A scanning tunnelling microscope samples a very thin tail of the electron cloud. A few ångström above a metal the states that carry the current amount to some $10^{-4}$ electrons per Å$^3$, and this density falls about tenfold for each further ångström of height. The relief in the image is a few tenths of an ångström. The table gives such images for the Ru-terminated (111) face of AlRu, from PBE without spin polarisation and the Tersoff-Hamann picture, in which the current follows the sample density at the tip centre.

Ansatz 0.2.0, scalar-relativistic PBE with plane-wave PAW, for a 15-layer Ru-terminated AlRu(111) slab: cutoff 420 eV, 18 × 18 × 1 k mesh, Gaussian smearing 0.1 eV, no spin polarisation. Bias is counted from the Fermi level and height from the topmost nucleus. The tip height is 3 Å except where a column states another, and the corrugation is for the contour at the plane's mean density.

| bias (V) | log10 mean density (log10 of e/angstrom^3) | bright over dark | corrugation (Å) | brightest over | apparent barrier at 4 angstrom (eV) |
| --- | --- | --- | --- | --- | --- |
| -2.000 | -3.286 | 2.259 | 0.344 | Ru | 5.384 |
| -1.000 | -3.343 | 2.501 | 0.402 | Ru | 5.251 |
| -0.500 | -3.484 | 2.317 | 0.378 | Ru | 5.108 |
| -0.250 | -3.703 | 2.271 | 0.371 | Ru | 4.979 |
| 0.250 | -3.939 | 2.161 | 0.350 | Ru | 5.089 |
| 0.500 | -3.790 | 2.210 | 0.364 | Ru | 5.021 |
| 1.000 | -3.437 | 1.662 | 0.246 | Ru | 4.431 |
| 1.500 | -3.309 | 1.555 | 0.211 | Ru | 4.195 |

Negative bias $V$ collects the filled states between $eV$ and the Fermi level, positive bias the empty ones. The windows are cumulative, so subtracting neighbouring rows isolates one energy slice. The mean density $\rho$ is the lateral average at tip height, bright over dark is the ratio of largest to smallest density in that plane, and the corrugation is the height range of a contour of constant density. The apparent barrier is taken in its usual meaning, $\Phi=\hbar^2\kappa^2/2m$ with $2\kappa=-\,d\ln\rho/dz$.

One relation carries the reasoning. In vacuum the Schrödinger equation has solutions $e^{ik_\parallel x}e^{-\kappa z}$, and insertion for a state at energy $E$ from the Fermi level gives

$$\frac{\hbar^2\kappa^2}{2m}=\phi-E+\frac{\hbar^2k_\parallel^2}{2m},\qquad \rho\propto e^{-2\kappa z},$$

with $\phi$ the work function and $k_\parallel$ the wave vector along the surface. The simpler relative is the evanescent light outside a prism in total internal reflection, where more grazing rays die out over a shorter distance. The analogy covers the decay law only: glass ends sharply, whereas the surface potential rises gradually and each Bloch state mixes several lateral wave vectors. The tip therefore sees the number of states, times their weight at the surface, times their reach. The share on the top Ru plane used below is only a proxy for that weight, since it ignores which way the orbitals point.

*At a quarter volt, are filled or empty states brighter, and why?* Filled states win, by a factor of 1.72 in density. The same calculation has 1.17 times as many states in the filled window and puts 1.18 times as large a share of them on the top Ru plane, which leaves a factor of 1.25. The share matters because the state totals include the held bottom face, which the tip never sees.

Reach supplies part of that remainder. The apparent barrier is 4.979 eV on the filled side against 5.089 eV on the empty side, so the filled states decay more slowly although they lie deeper, and in the decay law this requires smaller $k_\parallel$. Over 3 Å, however, the two barriers differ by a factor of only about 1.08 in density. The rest is not resolved here; orbital shape and the decay close to the surface are candidates. Zero moment was imposed, and whether spin polarisation of the surface Ru would shift states this close to the Fermi level is untested.

*Why does the filled image saturate?* From $-1$ to $-2$ V the number of states grows by 77 % and the density by only 14 %. Set against the slice just below the Fermi level, the deepest slice holds 3.77 times as many states and adds only 0.32 times the density, because two losses multiply: it has 0.42 times the top-plane share, and each of its top-Ru states delivers only 0.20 times the density.

Energy alone, with $k_\parallel=0$ and the full barrier counted from the top nucleus, predicts 0.40 for that last factor, so it accounts for a little over half the loss on a logarithmic scale. Larger $k_\parallel$ covers only a small part of the rest: the rough barrier of this slice, 6.38 to 6.71 eV against 6.09 eV for energy alone, lowers the factor to about a third at most. What remains is a smaller amplitude at the start of the tail. The contrast also drops, from 2.501 to 2.259, when this slice is added, so the slice is comparatively weak over the bright site. Compact Ru d states that point away from the surface normal would fit both, but this is a guess, since the orbital character was not computed. The same weighting lets the empty side catch up: at $\pm1$ V the filled window holds 2.83 times as many states and yields only 1.24 times the density.

*Why is the apparent barrier not the work function?* The top face has $\phi=4.591$ eV, while the column runs from 5.384 down to 4.195 eV. The decay law says that $\phi-E$ is the proper reference, with $E$ averaged over the states that reach the tip. Weighting each slice by the density it adds puts that mean at only $-0.51$ eV in the deepest row, which is why the barrier on the filled side moves far less than the bias, 0.41 eV from $-0.25$ to $-2$ V. On the empty side the added states reach farthest, and the barrier falls by 0.89 eV from $+0.25$ to $+1.5$ V.

After this correction an excess $\Phi-(\phi-\langle E\rangle)$ remains, about 0.3 eV in six rows and about 0.6 eV at the two lowest positive biases. Read wholly as lateral kinetic energy and set against 2.80 eV at the zone boundary, the smaller value means $k_\parallel$ about a third of the way out, since $\sqrt{0.3/2.8}\approx 1/3$. This reading is argued from the decay law and is rough, because the potential near the surface need not have reached the vacuum level and the run warns that it is rough in thin density.

*What happens between $+0.5$ and $+1$ V?* The added slice contributes 4.32 times the density of the slice before it. State count and top share supply factors of 1.34 and 1.47, and a factor of 2.19 is left. The rough slice barriers, 4.87 and 4.08 eV, are worth about 1.8 over 3 Å, so most of it is reach. The barrier and the contrast fall in the same step, so the numbers show states that extend farther and are laterally smoother.

Much of the jump is a recovery from the short-ranged states of the first empty half volt. Measured against the slice just below the Fermi level, the new slice gives 2.00 times the density per top-Ru state, close to the 1.92 of energy alone. The next slice breaks this accounting, with 1.29 against 2.88. Its rough barrier, 3.54 to 3.66 eV against 3.34 eV for energy alone, carries about the same excess as the reference slice, so the shortfall lies in amplitude rather than in decay. Whether orbital shape or the loosely converged highest levels cause it is not resolved. Excess and contrast also do not track each other: filled rows share the small excess and keep a high contrast.

*What fixes the corrugation?* A contour of constant density must rise over a bright site and sink over a dark one until the densities match. With a single $\kappa$ for all sites, $\rho_{\rm bright}e^{-2\kappa\Delta z}=\rho_{\rm dark}$, so $\Delta z=\ln(\text{bright over dark})/2\kappa$. At $-1$ V the barrier of 5.251 eV gives $2\kappa=2.348$ Å$^{-1}$, and

$$\Delta z=\frac{\ln 2.501}{2.348\ \text{Å}^{-1}}=\frac{0.917}{2.348}\ \text{Å}=0.390\ \text{Å}.$$

The computed corrugation is 0.402 Å, so the estimate is 2.9 % low relative to it. The formula has no adjustable constant and was applied alike to all eight rows, listed in the output below; it is low in each, at worst by 5.1 % at $+0.5$ V. All three columns derive from one density, which makes the agreement a check of consistency. A single $\kappa$ is not exact, since contrast fades with height; the formula is expected to overstate the rise over the bright site and understate the dip over the dark one, two errors that largely cancel. Its use is the rule it gives: with a tenfold decay per ångström, a contrast of two is about 0.3 Å of relief.

*Does the contrast reverse, and what would a higher tip see?* The brightest point lies over Ru in every row, but the label covers both the top Ru and a Ru 1.443 Å lower on a different lateral site. A switch between them would be hidden. The head start in height, worth more than a factor of ten by the decay law, argues for the top atom. For a higher tip the law predicts weaker contrast, since the atomic pattern is carried by components with large lateral wave vector, and a growing share for the states with the lowest barrier. The run also holds planes at 4 and 5 Å, and they bear out the first point: at $-1$ V the contrast falls from 2.50 at 3 Å to 1.56 and then 1.24. The mean densities of the same planes give the changing shares, which are not worked out here. Their direction on the filled side already shows in the table: adding the deepest slice raises the barrier at 4 Å from 5.251 to 5.384 eV, so that slice loses share as the tip withdraws.

*Which digits hold?* Rounding of the logarithm is worth 0.12 % in density and grows to 1.8 % in the deepest slice, a small difference of large numbers. The uncertainty from the settings is probably larger, but no convergence test was made: the windows are sharp, and the slice from $+0.25$ to $+0.5$ V rests on 33 levels of the mesh in a thin slab, the two quarter-volt windows on 88 and 72, so ratios such as 1.17 and 1.25 are soft. Steps like the one-third loss of corrugation above that slice stand far outside rounding, while 0.364 against 0.371 Å deserves no cause. Barriers are best read to a tenth of an eV, least firmly at $+1.5$ V, and all values belong to an unreconstructed surface under an s-wave tip.

The analysis program printed:

```
work function 4.591 eV; rounding: density 0.12 %, corrugation 0.0005 A
bias V | density 1e-4 e/A^3 | mean E eV | barrier-phi | barrier-(phi-E) eV
-2.00 | 5.176 | -0.51 | +0.79 | +0.28
-1.00 | 4.539 | -0.37 | +0.66 | +0.29
-0.50 | 3.281 | -0.22 | +0.52 | +0.29
-0.25 | 1.982 | -0.12 | +0.39 | +0.26
+0.25 | 1.151 | +0.12 | +0.50 | +0.62
+0.50 | 1.622 | +0.20 | +0.43 | +0.63
+1.00 | 3.656 | +0.50 | -0.16 | +0.35
+1.50 | 4.909 | +0.70 | -0.40 | +0.30
bias V | 2kappa 1/A | ln(bright/dark)/2kappa A | corrugation A | error %
-2.00 | 2.378 | 0.343 | 0.344 | -0.4
-1.00 | 2.348 | 0.390 | 0.402 | -2.9
-0.50 | 2.316 | 0.363 | 0.378 | -4.0
-0.25 | 2.286 | 0.359 | 0.371 | -3.3
+0.25 | 2.311 | 0.333 | 0.350 | -4.8
+0.50 | 2.296 | 0.345 | 0.364 | -5.1
+1.00 | 2.157 | 0.236 | 0.246 | -4.3
+1.50 | 2.099 | 0.210 | 0.211 | -0.3
worst corrugation estimate at +0.50 V
window eV | added density (rounding %) | states | top-Ru states | levels | density per
  top-Ru state, relative to [-0.25,0] | energy-only decay, same reference
[-2.00,-1.00] | 0.637 (1.8) | 17.51 | 1.434 | 317 | 0.20 | 0.40
[-1.00,-0.50] | 1.258 (0.7) | 11.28 | 1.243 | 207 | 0.46 | 0.65
[-0.50,-0.25] | 1.299 (0.5) | 6.81 | 0.942 | 125 | 0.63 | 0.84
[-0.25,+0.00] | 1.982 (0.1) | 4.64 | 0.903 | 88 | 1.00 | 1.00
[+0.00,+0.25] | 1.151 (0.1) | 3.98 | 0.654 | 72 | 0.80 | 1.20
[+0.25,+0.50] | 0.471 (0.7) | 1.73 | 0.236 | 33 | 0.91 | 1.44
[+0.50,+1.00] | 2.034 (0.3) | 2.33 | 0.464 | 47 | 2.00 | 1.92
[+1.00,+1.50] | 1.253 (0.8) | 2.78 | 0.442 | 52 | 1.29 | 2.88
rough window barriers eV, 3 A weights: 6.38 5.63 5.31 4.98 5.09 4.86 3.99 3.54
same, weights carried to 4 A:          6.71 5.68 5.32 4.98 5.09 4.87 4.08 3.66
phi minus window midpoint eV:          6.09 5.34 4.97 4.72 4.47 4.22 3.84 3.34
filled/empty at 0.25 V: density 1.72, states 4.64/3.98 = 1.17
filled/empty at 0.50 V: density 2.02, states 11.46/5.71 = 2.01
filled/empty at 1.00 V: density 1.24, states 22.74/8.04 = 2.83
[-0.25,0] over [0,0.25]: density x1.72, states x1.17, share x1.18, left x1.25, energy x0.84
[0.5,1] over [0.25,0.5]: density x4.32, states x1.34, share x1.47, left x2.19, energy x1.33
[-2,-1] over [-0.25,0]: density x0.32, states x3.77, share x0.42, left x0.20, energy x0.40
-1 to -2 V: density +14.0 %, states +77 %
+0.5 to +1 V: density x2.25, barrier -0.59 eV, corrugation -32 %
barrier change -0.25 to -2 V +0.41 eV, +0.25 to +1.5 V -0.89 eV
lateral kinetic energy at zone boundary M: 2.80 eV
top spacing -20 % of bulk; top Ru to next Al 2.54 A
```
